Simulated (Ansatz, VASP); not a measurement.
# Two plane-wave programs on AlCu

```
Al Cu
1.0
     2.92052    0.00000    0.00000
     0.00000    2.92052    0.00000
     0.00000    0.00000    2.92052
Al Cu
1 1
Direct
  0.00000 0.00000 0.00000
  0.50000 0.50000 0.50000
```

Alike in both runs: functional BLYP; dispersion D3(BJ); k mesh 7 × 7 × 7; no spin polarisation.

Ansatz relaxed the structure, and its values are those at the end. VASP's run is a single point on that final structure, the one shown.

```csv
,VASP,Ansatz
version,VASP 6.6.1,Ansatz 0.2.0
potentials or method,"VASP PAW PBE potentials, release 64 (Al, Cu)","plane waves, PAW"
plane-wave cutoff (eV),520,550
occupations,"gaussian, width 0.1 eV",gaussian
valence electrons in the cell,14,22
```

```csv
,VASP,Ansatz,Ansatz less VASP
pressure (GPa),0.5,0.0,-0.57
dispersion energy (meV/atom),-1136.1,-1136.2,-0.12
```

The two sets of potentials don't hold the same shells in valence.

Caveats: the PAW data sets were made with another functional, which shifts forces and pressure a little (VASP); pairwise dispersion overbinds metals, which lowers pressure and volume.
